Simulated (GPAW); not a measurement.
Runs of GPAW 26.7.0 on Ta2N. The structure is trigonal, space group P-3m1 (No. 164). The conventional cell has a = 3.113 Å, b = 3.113 Å, c = 4.870 Å, α = 90.00°, β = 90.00°, γ = 120.00°. Around Ta (site symmetry 3m) lie 3 N at 2.18 Å. N (site symmetry -3m) has 6 Ta at 2.18 Å as nearest neighbours. The cell comes from a database or a generator and needn't be the stable form of this composition.

```tsv
level	gap on the mesh (eV)	pressure (GPa)	relaxed volume (Å³/atom)	largest force (eV/Å)
PBEsol	none	0.1	(b)	0.01
PBEsol+D4	none	0.2	13.11	0.01
PBEsol+D3(BJ)+ATM	none	0.1	12.96	0.01
PBEsol+D3	none	0.1	(a)	0.01
PBEsol+D3(BJ)	none	0.0	12.91	0.01
```

Alike in all rows: task relaxation of cell and atoms; potentials or basis PAW data sets generated in the run's folder for this functional, pw; no spin polarisation; cell relaxed; k mesh 7 × 7 × 4; cutoff (eV) 800; smearing fermi-dirac 0.05 eV.

**Question.** Fill in the values left out.

**Answer.** (a) 12.95; (b) 13.20.

Caveats: later steps reuse the first step's grids; pairwise dispersion overbinds metals, which lowers pressure and volume (some runs).

A k mesh can miss the band edges, and the runs leave out spin-orbit coupling on Ta.

A gap of «none» marks a metal or a gap under the smearing width.
